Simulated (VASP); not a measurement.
Runs of VASP 6.6.1 on SnO2 (Cassiterite). It takes space group P4_2/mnm (No. 136, tetragonal). The conventional cell has a = 4.738 Å, b = 4.738 Å, c = 3.187 Å, α = 90.00°, β = 90.00°, γ = 90.00°. Sn (site symmetry mmm) is surrounded by 6 O at 2.05 to 2.06 Å. O (site symmetry m2m) is surrounded by 3 Sn at 2.05 to 2.06 Å. 

```csv
level,k mesh,smearing,gap on the mesh (eV),pressure (GPa),largest force (eV/Å)
PBE,5 × 5 × 7,gaussian 0.05 eV,1.27,11.8,(c)
PBEsol,6 × 6 × 8,fermi-dirac 0.05 eV,1.18,5.5,(a)
r2SCAN,5 × 5 × 7,methfessel-paxton 0.05 eV,1.99,4.5,0.28
revPBE,6 × 6 × 8,fermi-dirac 0.05 eV,1.34,14.8,(b)
```

Alike in all rows: task single point; potentials or basis VASP PAW PBE potentials, release 64 (Sn_d, O); no spin polarisation; cell as given; cutoff (eV) 520.

**Question.** Fill in the values left out.

**Answer.** (a) 0.23; (b) 0.32; (c) 0.29.

Caveats: spin-orbit coupling is left out, which moves the levels of the heavy elements; the PAW data sets were made with another functional, which shifts forces and pressure a little (some runs); an odd mesh through Γ misses points on the zone boundary, where band edges often lie (some runs).

A k mesh can miss the band edges, and the runs leave out spin-orbit coupling on Sn.

Not every run made on this cell is shown here.
